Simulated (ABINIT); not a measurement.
The system is SnSe2.

```
Sn Se
1.0
     3.81100    0.00000    0.00000
    -1.90550    3.30042    0.00000
     0.00000    0.00000    6.13600
Sn Se
1 2
Direct
  0.00000 0.00000 0.00000
  0.66667 0.33333 0.75100
  0.33333 0.66667 0.24900
```

```yaml
Program: ABINIT 10.8.3 (patched build)
Task: relaxation of cell and atoms
Functional: LDA
Potentials_or_basis: JTH PAW LDA v2.0
Cutoff: 599 eV
k_mesh: 8 × 8 × 5
Occupations: fermi-dirac, width 0.05 eV
Spin: no spin polarisation
```

At the start: pressure 0.8 GPa; volume 25.73 Å³/atom.

**Question.** How do energy, volume and symmetry change on relaxing?

**Answer.** Over 13 steps the energy falls by 12.5 meV/atom and the volume is 24.50 Å³/atom (-4.8 %); space group P-3m1 (No. 164, to 0.05 Å).

Step by step:
```tsv
step	energy change (eV)	largest force (eV/Å)	pressure (GPa)	volume (Å³)
1	0.0000	0.4810	0.79	77.18
2	-0.0059	0.3988	0.43	77.36
3	-0.0176	0.0853	-0.82	77.90
4	-0.0189	0.0602	-0.83	77.76
5	-0.0238	0.0014	-0.40	76.56
6	-0.0246	0.0252	-0.10	76.14
7	-0.0253	0.0612	0.16	75.79
8	-0.0263	0.0952	0.40	75.40
9	-0.0289	0.1424	0.75	74.56
10	-0.0323	0.1587	0.97	73.57
11	-0.0354	0.1142	0.75	73.12
12	-0.0372	0.0323	0.16	73.39
13	-0.0374	0.0026	0.00	73.51
```

Final structure:
```cif
data_structure
_symmetry_space_group_name_H-M 'P 1'
_symmetry_Int_Tables_number 1
_cell_length_a 3.8033
_cell_length_b 3.8033
_cell_length_c 5.8682
_cell_angle_alpha 90.000
_cell_angle_beta 90.000
_cell_angle_gamma 120.000
_cell_volume 73.51
loop_
_atom_site_label
_atom_site_type_symbol
_atom_site_fract_x
_atom_site_fract_y
_atom_site_fract_z
_atom_site_occupancy
Sn1 Sn 0.00000 0.00000 0.00000 1
Se1 Se 0.66667 0.33333 0.73154 1
Se2 Se 0.33333 0.66667 0.26846 1
```
